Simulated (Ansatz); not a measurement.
## BaF2: zone-centre modes

Computed with DFT PBEsol, scalar-relativistic, plane waves, PAW (Ansatz 0.2.0). Cutoff 420 eV, Γ-centred 6×6×6 k-points, Gaussian smearing of 0.05 eV. No spin polarisation.

The undisturbed cell (relaxed at this level):

```xyz
3
Lattice="0.0000 3.0689 3.0689 3.0689 0.0000 3.0689 3.0689 3.0689 0.0000" Properties=species:S:1:pos:R:3 pbc="T T T"
Ba    0.0000    0.0000    0.0000
F     1.5345    1.5345    1.5345
F     4.6034    4.6034    4.6034
```

Harmonic modes by finite displacements of 0.02 Å, without the LO–TO term.

Question: At this geometry, is the structure stable against these modes?

Answer: Yes: no mode is imaginary beyond 10 cm⁻¹, and only the three translations lie near zero.

Question: List the wavenumbers in cm⁻¹.

Answer: 0, 0, 0, 180, 180, 180, 241, 241, 241.

Cost: 1 run of about 0.12 core-minutes, on Arm Neoverse V2 (shared hosts).